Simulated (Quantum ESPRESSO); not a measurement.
## Be2C: dielectric tensor and Born charges under several settings

```xyz
3
Lattice="0.0000 2.1650 2.1650 2.1650 0.0000 2.1650 2.1650 2.1650 0.0000" Properties=species:S:1:pos:R:3 pbc="T T T"
C     0.0000    0.0000    0.0000
Be    3.2475    3.2475    3.2475
Be    1.0825    1.0825    1.0825
```

All runs used Quantum ESPRESSO 7.5; k mesh 10 × 10 × 10, shifted; given cell; no spin polarisation; cutoff 1197 eV; occupations smeared at first, fixed for the response.

```tsv
level	potentials	pressure (GPa)	ε∞ (diagonal)	Born charge of atom 1 (e)
LDA	PseudoDojo 0.4.1 SR LDA standard	-8.4	6.93	-3.09
PBE	PseudoDojo 0.4.1 SR PBE standard	0.6	6.95	-3.08
PBEsol	PseudoDojo 0.4.1 SR PBEsol standard	-2.0	7.00	-3.08
WC	PseudoDojo 0.4.1 SR PBE standard	-0.2	6.98	-3.09
BLYP	PseudoDojo 0.4.1 SR PBE standard	?	?	?
AM05	PseudoDojo 0.4.1 SR PBE standard	-1.5	7.05	-3.06
```

What stands in the row left open?

Pressure 3.6 GPa; ε∞ 6.75; Born charge of atom 1 -3.16 e.

Caveats: the potentials were made for another functional, which shifts forces and pressure (some runs); the cell is more than 3 GPa from zero pressure, which shifts response properties (some runs).

For the row left open. Caveat: the potentials were made for another functional, which shifts forces and pressure; the cell is more than 3 GPa from zero pressure, which shifts response properties.
